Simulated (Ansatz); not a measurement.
**TaN (Fm-3m), rigid cleavage**

These are results of DFT PBE, scalar-relativistic, plane waves, PAW (Ansatz), not measurements. Settings: plane waves to 420 eV, k-mesh 22×22×4 (Γ-centred), Gaussian smearing 0.15 eV. Spin–orbit coupling is left out, which can shift energies with elements as heavy as these. No spin polarisation. Energies are free energies at this smearing, counted from the undisturbed cell; pressure is positive in compression.

The undisturbed cell (relaxed at this level; this rock-salt form isn't the usual structure):

```
CELL_PARAMETERS angstrom
2.20863 -2.20863 0.00000
2.20863 0.00000 -2.20863
8.83454 8.83454 8.83454
ATOMIC_POSITIONS crystal
Ta 0.66667 0.66667 0.29167
Ta 0.00000 0.00000 0.12500
Ta 0.33333 0.33333 0.45833
Ta 0.66667 0.66667 0.79167
Ta 0.00000 0.00000 0.62500
Ta 0.33333 0.33333 0.95833
N 0.00000 0.00000 0.37500
N 0.33333 0.33333 0.20833
N 0.66667 0.66667 0.54167
N 0.00000 0.00000 0.87500
N 0.33333 0.33333 0.70833
N 0.66667 0.66667 0.04167
```

The cut lies on the cell's a–b face, a (1 1 1) plane (indices in the standard cell, whose axes needn't be the Cartesian ones shown) of area 8.45 Å², between layers 1.28 Å apart. Vector c is lengthened by d along the normal with the atoms' Cartesian places fixed: one unrelaxed cut a cell. The cell is metallic on the mesh throughout.

```tsv
d (Å)	energy (J/m²)
0.00	0.00
0.50	1.27
1.00	3.14
2.00	4.82
3.00	5.16
6.00	5.29
```

(1) Predict the traction dE/dd (GPa) at each point.

## Answers

(1)
| d (Å) | traction dE/dd (GPa) |
| --- | --- |
| 0.00 | 0.2 |
| 0.50 | 39.1 |
| 1.00 | 31.5 |
| 2.00 | 6.7 |
| 3.00 | 1.4 |
| 6.00 | 0.1 |

Cost: 6 runs of about 28 core-minutes in all, on Intel Xeon Processor @ 2.50GHz (Skylake/Cascade Lake) (shared hosts).